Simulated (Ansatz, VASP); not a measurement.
# Two plane-wave programs on ZrB3

```xyz
4
Lattice="-1.6367 1.6367 3.8836 1.6367 -1.6367 3.8836 1.6367 1.6367 -3.8836" Properties=species:S:1:pos:R:3 pbc="T T T"
Zr    0.0000    0.0000    0.0000
B     0.0000    0.0000    3.8836
B     1.6367    0.0000    1.9418
B     0.0000    1.6367    1.9418
```

Alike in both runs: functional PBE; k mesh 20 × 20 × 20; occupations gaussian, width 0.1 eV; no spin polarisation.

Ansatz relaxed the structure, and its values are those at the end. VASP's run is a single point on that final structure, the one shown.

```csv
,VASP,Ansatz
version,VASP 6.6.1,Ansatz 0.2.0
potentials or method,"VASP PAW PBE potentials, release 64 (Zr_sv, B)","scalar-relativistic, plane waves, PAW"
plane-wave cutoff (eV),520,420
valence electrons in the cell,21,21
```

|  | VASP | Ansatz | Ansatz less VASP |
| --- | --- | --- | --- |
| gap on the k mesh at the Fermi level (eV) | none | none | - |
| pressure (GPa) | 0.1 | 0.0 | -0.10 |

A gap of «none» marks a metal or a gap that the smearing closes.
